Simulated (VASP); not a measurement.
Input of a VASP 6.6.1 run:

The input INCAR:

```
SYSTEM = BN
  PREC = Accurate
  ENCUT = 520
  EDIFF = 1E-6
  ISMEAR = 0
  SIGMA = 0.05
  LREAL = .False.
  LASPH = .True.
  NELM = 100
  ALGO = Normal
  ISIF = 2
  LWAVE = .False.
  LCHARG = .True.
  GGA = PS
  LELF = .True.
  LVHAR = .True.
  NBANDS = 16
```

The input KPOINTS:

```
regular mesh
0
Gamma
  12 12 4
  0 0 0
```

File POSCAR:

```
BN
1.0
    2.5043488457      0.0000000000      0.0000000000
   -1.2521744229      2.1688297203      0.0000000000
    0.0000000000      0.0000000000      7.0190956742
B N
2 2
Direct
    0.3333333333      0.6666666667      0.2500000000
    0.6666666667      0.3333333333      0.7500000000
    0.3870344465      0.5199524970      0.7500000000
    0.6666666667      0.3333333333      0.2500000000
```

Potentials or basis: VASP PAW PBE potentials, release 64 (B, N).

Run with:

```sh
$ cat potpaw_PBE.64/B/POTCAR potpaw_PBE.64/N/POTCAR > POTCAR
$ mpirun -np 1 vasp_std > vasp.out
```

Problem. Estimate the band gap on the k mesh.

Solution. 2.93 eV, indirect (least direct gap 3.50 eV).

Problem. Predict the pressure.

Solution. 56.4 GPa.

Stress tensor (GPa, compression positive):
```
138.47 -62.94   0.00
-62.94  30.77   0.00
  0.00   0.00   0.11
```

Caveat: a pressure of tens of GPa on the cell as given is suspect, and the run, the potentials or the cell itself is likely at fault; the PAW data sets were made with another functional, which shifts forces and pressure a little; this functional lacks dispersion, which binds the layers, so the pressure and a relaxed spacing across them are unreliable. A k mesh can miss the band edges.
